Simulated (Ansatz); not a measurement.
CuI (Marshite):

```
I Cu
1.0
     0.00000    3.03150    3.03150
     3.03150    0.00000    3.03150
     3.03150    3.03150    0.00000
I Cu
1 1
Cartesian
  0.0000 0.0000 0.0000
  4.5473 4.5473 4.5473
```

Base run:

- Program: Ansatz 0.2.0
- Functional: LDA
- Potentials or basis: all-electron LAPW, scalar-relativistic
- Cutoff: 283 eV
- Density cutoff: 1132 eV
- Basis error allowed: 0.001 eV/atom
- k mesh: 8 × 8 × 8
- Occupations: fermi-dirac, width 0.05 eV
- Spin: no spin polarisation

Its results: band gap on the k mesh 0.94 eV, direct; pressure -4.4 GPa.

Q: The run is repeated on the same cell with these changes: functional from LDA to RPBE. What comes out?

A: Band gap on the k mesh 1.26 eV, direct; pressure 2.4 GPa.

RPBE binds less tightly than LDA, so the same cell stands under more pressure.

Caveats: spin-orbit coupling is left out, which moves the levels of the heavy elements.

Not every run made on this cell is shown here.
